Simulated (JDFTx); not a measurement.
# ZnS (Wurtzite-2H) (P6_3mc) in JDFTx: reference runs

How does ZnS (Wurtzite-2H) come out in PBEsol? The cell is run as given.

Program: JDFTx 1.7.0 (patched build). These are calculated values, not measurements. Logs are shortened: lines on timing, memory, paths and dates and some standing lists are left out, and cuts for length are marked. The log counts tension as positive stress, the text compression.

**Experimental background.**

A printed reference work, monograph reports, for a bulk crystal of ZnS at 4 K: band gap 3.911 eV (direct).

The runs below are set against these values where they give the same quantity.

## 1. Starting point

It takes space group P6_3mc (No. 186, hexagonal). The conventional cell has a = 3.811 Å, b = 3.811 Å, c = 6.234 Å, α = 90.00°, β = 90.00°, γ = 120.00°. Zn (site symmetry 3m) has 4 S at 2.31 to 2.40 Å as nearest neighbours. Around S (site symmetry 3m) lie 4 Zn at 2.31 to 2.40 Å.

## 2. Single point, PBEsol

File ZnS.in:

```
lattice \
    7.2017462609    -3.6008731305     0.0000000000 \
    0.0000000000     6.2368952135     0.0000000000 \
    0.0000000000     0.0000000000    11.7805526609
coords-type Lattice
ion Zn     0.6666666667     0.3333333333     0.5000000000 1
ion Zn     0.3333333333     0.6666666667     0.0000000000 1
ion S      0.6666666667     0.3333333333     0.8850000000 1
ion S      0.3333333333     0.6666666667     0.3850000000 1

ion-species pseudo/Zn.upf
ion-species pseudo/S.upf
elec-cutoff 42 336
elec-ex-corr gga-PBEsol
kpoint-folding 8 8 5
elec-smearing Fermi 0.0018374661
elec-n-bands 34
electronic-SCF nIterations 100 energyDiffThreshold 1e-09
electronic-minimize nIterations 30 energyDiffThreshold 1e-7
converge-empty-states yes
forces-output-coords Cartesian

dump-name run.$VAR
dump End Ecomponents EigStats BandEigs Kpoints Forces Stress
```

Potentials or basis: PseudoDojo-SR-PBEsol-0.4.1-standard with smoothed tails.

On the command line:

```
$ jdftx -c 1 -i ZnS.in -o ZnS.out
```

Log:

```text
*************** JDFTx 1.7.0 (patched build) ***************

Input parsed successfully to the following command list (including defaults):
[... the input with its defaults ...]

---------- Setting up symmetries ----------

Found 24 point-group symmetries of the bravais lattice
Found 12 space-group symmetries with basis
Applied RMS atom displacement 4.15793e-10 bohrs to make symmetries exact.

---------- Initializing the Grid ----------
R =
[      7.20175     -3.60087            0  ]
[            0       6.2369            0  ]
[            0            0      11.7806  ]
unit cell volume = 529.142
G =
[   0.872453   0.503711         -0  ]
[          0    1.00742          0  ]
[          0         -0   0.533352  ]
Minimum fftbox size, Smin = [  60  60  100  ]
Chosen fftbox size, S = [  60  60  100  ]

---------- Initializing tighter grid for wavefunction operations ----------
R =
[      7.20175     -3.60087            0  ]
[            0       6.2369            0  ]
[            0            0      11.7806  ]
unit cell volume = 529.142
G =
[   0.872453   0.503711         -0  ]
[          0    1.00742          0  ]
[          0         -0   0.533352  ]
Minimum fftbox size, Smin = [  44  44  72  ]
Chosen fftbox size, S = [  48  48  72  ]

---------- Exchange Correlation functional ----------
Initalized PBEsol GGA exchange.
Initalized PBEsol GGA correlation.

---------- Setting up pseudopotentials ----------
Width of ionic core gaussian charges (only for fluid interactions / plotting) set to 0

Reading pseudopotential file 'pseudo/Zn.upf':
  'Zn' pseudopotential, 'PBESOL' functional
  Generated using ONCVPSP code by D. R. Hamann
  20 valence electrons, 4 orbitals, 6 projectors, 1001 radial grid points, with lMax = 2
    3S    l: 0   occupation:  2.0   eigenvalue: -4.737836
    3P    l: 1   occupation:  6.0   eigenvalue: -3.059602
    3D    l: 2   occupation: 10.0   eigenvalue: -0.373698
    4S    l: 0   occupation:  2.0   eigenvalue: -0.220431
  Core radius for overlap checks: 1.79 bohrs.

Reading pseudopotential file 'pseudo/S.upf':
  'S' pseudopotential, 'PBESOL' functional
  Generated using ONCVPSP code by D. R. Hamann
  6 valence electrons, 2 orbitals, 6 projectors, 1001 radial grid points, with lMax = 2
    3S    l: 0   occupation:  2.0   eigenvalue: -0.631879
    3P    l: 1   occupation:  4.0   eigenvalue: -0.256451
  Core radius for overlap checks: 1.58 bohrs.

Initialized 2 species with 4 total atoms.

Folded 1 k-points by 8x8x5 to 320 k-points.

---------- Setting up k-points, bands, fillings ----------
Adding inversion symmetry to k-mesh for non-inversion-symmetric unit cell.
Reduced to 30 k-points under symmetry.
Computing the number of bands and number of electrons
Calculating initial fillings.
nElectrons:  52.000000   nBands: 34   nStates: 30

----- Setting up reduced wavefunction bases (one per k-point) -----
average nbasis = 6878.072 , ideal nbasis = 6879.231

---------- Setting up ewald sum ----------
Optimum gaussian width for ewald sums = 2.561085 bohr.
Real space sum over 1089 unit cells with max indices [  5  5  4  ]
Reciprocal space sum over 2873 terms with max indices [  6  6  8  ]

---------- Allocating electronic variables ----------
Initializing wave functions:  linear combination of atomic orbitals
Note: number of bands (34) exceeds available atomic orbitals (28)
Zn pseudo-atom occupations:   s ( 2 2 )  p ( 6 )  d ( 10 )
S pseudo-atom occupations:   s ( 2 )  p ( 4 )
	FillingsUpdate:  mu: +0.366579985  nElectrons: 52.000000
LCAOMinimize: Iter:   0  F: -433.3342130176228579  |grad|_K:  2.201e-03  alpha:  1.000e+00
	FillingsUpdate:  mu: +0.339781457  nElectrons: 52.000000
LCAOMinimize: Iter:   1  F: -433.3879642911300607  |grad|_K:  2.112e-05  alpha:  6.215e-01  linmin: -6.267e-03  cgtest: -2.614e-02
	FillingsUpdate:  mu: +0.339726836  nElectrons: 52.000000
LCAOMinimize: Iter:   2  F: -433.3879716412740777  |grad|_K:  1.761e-06  alpha:  9.504e-01  linmin:  2.389e-03  cgtest:  5.972e-03
	FillingsUpdate:  mu: +0.339749501  nElectrons: 52.000000
LCAOMinimize: Iter:   3  F: -433.3879716802475741  |grad|_K:  3.094e-07  alpha:  7.260e-01  linmin: -5.681e-05  cgtest:  9.176e-03
	FillingsUpdate:  mu: +0.339748444  nElectrons: 52.000000
LCAOMinimize: Iter:   4  F: -433.3879716814809626  |grad|_K:  1.153e-08  alpha:  7.433e-01  linmin:  5.271e-03  cgtest: -4.429e-02
LCAOMinimize: Converged (|Delta F|<1.000000e-06 for 2 iters).

-------- Electronic minimization -----------
Will mix electronic density at each iteration.
	FillingsUpdate:  mu: +0.339748444  nElectrons: 52.000000
	FillingsUpdate:  mu: +0.326761346  nElectrons: 52.000000
SCF: Cycle:  0   F: -433.552564512262279   dF: -1.646e-01   |Residual|: 1.866e-01   |deigs|: 1.023e-01
	FillingsUpdate:  mu: +0.311865214  nElectrons: 52.000000
SCF: Cycle:  1   F: -433.600193543112482   dF: -4.763e-02   |Residual|: 6.573e-02   |deigs|: 2.160e-02
	FillingsUpdate:  mu: +0.306971256  nElectrons: 52.000000
SCF: Cycle:  2   F: -433.603528509724072   dF: -3.335e-03   |Residual|: 1.726e-02   |deigs|: 3.738e-03
	FillingsUpdate:  mu: +0.307490228  nElectrons: 52.000000
SCF: Cycle:  3   F: -433.603606047362803   dF: -7.754e-05   |Residual|: 6.046e-03   |deigs|: 1.093e-03
	FillingsUpdate:  mu: +0.308022286  nElectrons: 52.000000
SCF: Cycle:  4   F: -433.603616913294843   dF: -1.087e-05   |Residual|: 1.520e-03   |deigs|: 1.293e-03
	FillingsUpdate:  mu: +0.308031208  nElectrons: 52.000000
SCF: Cycle:  5   F: -433.603618985797652   dF: -2.073e-06   |Residual|: 6.167e-04   |deigs|: 1.923e-04
	FillingsUpdate:  mu: +0.308126799  nElectrons: 52.000000
SCF: Cycle:  6   F: -433.603619690250753   dF: -7.045e-07   |Residual|: 3.523e-04   |deigs|: 9.316e-05
	FillingsUpdate:  mu: +0.308126573  nElectrons: 52.000000
SCF: Cycle:  7   F: -433.603619995650092   dF: -3.054e-07   |Residual|: 1.258e-04   |deigs|: 7.099e-05
	FillingsUpdate:  mu: +0.308129740  nElectrons: 52.000000
SCF: Cycle:  8   F: -433.603620082615748   dF: -8.697e-08   |Residual|: 1.746e-04   |deigs|: 5.511e-05
	FillingsUpdate:  mu: +0.308131641  nElectrons: 52.000000
SCF: Cycle:  9   F: -433.603620136251152   dF: -5.364e-08   |Residual|: 6.745e-05   |deigs|: 3.713e-05
	FillingsUpdate:  mu: +0.308131398  nElectrons: 52.000000
SCF: Cycle: 10   F: -433.603620154801206   dF: -1.855e-08   |Residual|: 1.825e-05   |deigs|: 2.518e-05
	FillingsUpdate:  mu: +0.308132474  nElectrons: 52.000000
SCF: Cycle: 11   F: -433.603620161021865   dF: -6.221e-09   |Residual|: 5.001e-06   |deigs|: 1.421e-05
	FillingsUpdate:  mu: +0.308132237  nElectrons: 52.000000
SCF: Cycle: 12   F: -433.603620163600851   dF: -2.579e-09   |Residual|: 2.969e-06   |deigs|: 1.349e-05
	FillingsUpdate:  mu: +0.308132355  nElectrons: 52.000000
SCF: Cycle: 13   F: -433.603620164730160   dF: -1.129e-09   |Residual|: 2.357e-06   |deigs|: 1.634e-05
	FillingsUpdate:  mu: +0.308132453  nElectrons: 52.000000
SCF: Cycle: 14   F: -433.603620165228335   dF: -4.982e-10   |Residual|: 5.578e-07   |deigs|: 1.233e-05
	FillingsUpdate:  mu: +0.308132466  nElectrons: 52.000000
SCF: Cycle: 15   F: -433.603620165441669   dF: -2.133e-10   |Residual|: 3.510e-07   |deigs|: 1.084e-05
SCF: Converged (|Delta E|<1.000000e-09 for 2 iters).

Setting wave functions to eigenvectors of Hamiltonian
Converging empty states (this may take a while): |deigs|: 1.486e-04

# Stress tensor in Cartesian coordinates [Eh/a0^3]:
[  2.52077e-05            0            0  ]
[            0  2.52077e-05            0  ]
[            0            0  8.68016e-05  ]

# Ionic positions in lattice coordinates:
ion Zn   0.666666666666667   0.333333333333333   0.500000000000000 1
ion Zn   0.333333333333333   0.666666666666667   0.000000000000000 1
ion S   0.666666666666667   0.333333333333333   0.885000000000000 1
ion S   0.333333333333333   0.666666666666667   0.385000000000000 1

# Forces in Cartesian coordinates:
force Zn  -0.000000000000000  -0.000000000000000   0.005953053507731 1
force Zn  -0.000000000000000   0.000000000000000   0.005953053507731 1
force S   0.000000000000000   0.000000000000000  -0.005953401572792 1
force S  -0.000000000000000  -0.000000000000000  -0.005953401572792 1

# Energy components:
   Eewald =     -214.8075324267477981
       EH =      184.2627417582412477
     Eloc =     -458.0209279789809784
      Enl =      -92.9978795842053927
      Exc =      -50.8250331229039887
 Exc_core =        6.3824621711819907
       KE =      192.4025490179739677
-------------------------------------
     Etot =     -433.6036201654409865
       TS =        0.0000000000006809
-------------------------------------
        F =     -433.6036201654416686

IonicMinimize: Iter:   0  F: -433.603620165441669  |grad|_K:  3.437e-03
IonicMinimize: None of the convergence criteria satisfied after 0 iterations.

#--- Lowdin population analysis ---
# oxidation-state Zn +1.261 +1.261
# oxidation-state S -1.043 -1.043

Dumping 'run.eigStats' ...
	eMin: -4.311209 at state 0 ( [ +0.000000 +0.000000 +0.000000 ] spin 0 )
	HOMO: +0.268164 at state 0 ( [ +0.000000 +0.000000 +0.000000 ] spin 0 )
	mu  : +0.308133
	LUMO: +0.345749 at state 0 ( [ +0.000000 +0.000000 +0.000000 ] spin 0 )
	eMax: +0.679099 at state 12 ( [ +0.000000 +0.500000 +0.000000 ] spin 0 )
	HOMO-LUMO gap: +0.077585
	Optical gap  : +0.077585 at state 0 ( [ +0.000000 +0.000000 +0.000000 ] spin 0 )
Done!
[note: the Lowdin charges miss the electrons that lie outside the files' atomic orbitals]
[note: mu as printed may lie anywhere between the filled and the empty levels]
```

Run time: 3.1 min. Hardware: 1 thread of Intel Xeon 6975P-C (Granite Rapids), shared host; peak memory 0.41 GiB.

Results:

| Item | Value |
| --- | --- |
| Free energy | -11798.9556 eV |
| Pressure | -1.3 GPa |
| Largest force | 0.306 eV/Å |
| Band gap on the k mesh | 2.11 eV, direct |

Forces in eV/Å, atoms in the order of the input:
```
Zn   0.000  0.000  0.306
Zn   0.000  0.000  0.306
S    0.000  0.000 -0.306
S    0.000  0.000 -0.306
```

## 3. Against experiment

Step 2. Against the measured gap of ZnS, 3.911 eV (direct; 4 K; a printed reference work, monograph), the calculated 2.11 eV is off by -1.80 eV. The value is that of PBEsol, without temperature or zero-point motion. Semilocal functionals fall short of measured gaps as a rule.
